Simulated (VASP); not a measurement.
A run of VASP 6.6.1 is set up as follows.

Contents of INCAR:

```
ALGO = Normal
EDIFF = 1E-7
ENCUT = 520
GGA = PS
ISIF = 2
ISMEAR = -1
LASPH = T
LCHARG = F
LREAL = F
LWAVE = F
NBANDS = 14
NELM = 80
PREC = Accurate
SIGMA = 0.05
```

KPOINTS

```
k-points
0
Gamma
  10 10 10
```

File POSCAR:

```
HfN
1.0
    0.0000000000      2.2560000000      2.2560000000
    2.2560000000      0.0000000000      2.2560000000
    2.2560000000      2.2560000000      0.0000000000
Hf N
1 1
Direct
    0.0255780000      0.0115180000     -0.0135500000
    0.4868130000      0.5028510000      0.5136500000
```

Potentials or basis: VASP PAW PBE potentials, release 64 (Hf_pv, N).

Launch:

```console
$ cat potpaw_PBE.64/Hf_pv/POTCAR potpaw_PBE.64/N/POTCAR > POTCAR
$ mpirun -np 1 vasp_std > vasp.out
```

(1) Estimate the largest force.

(2) What does it give for the band gap on the k mesh?

(3) Estimate the pressure.

## Answers

(1) 1.373 eV/Å.

(2) none (metal or under the smearing width).

(3) -2.2 GPa.

Caveat: the PAW data sets were made with another functional, which shifts forces and pressure a little.
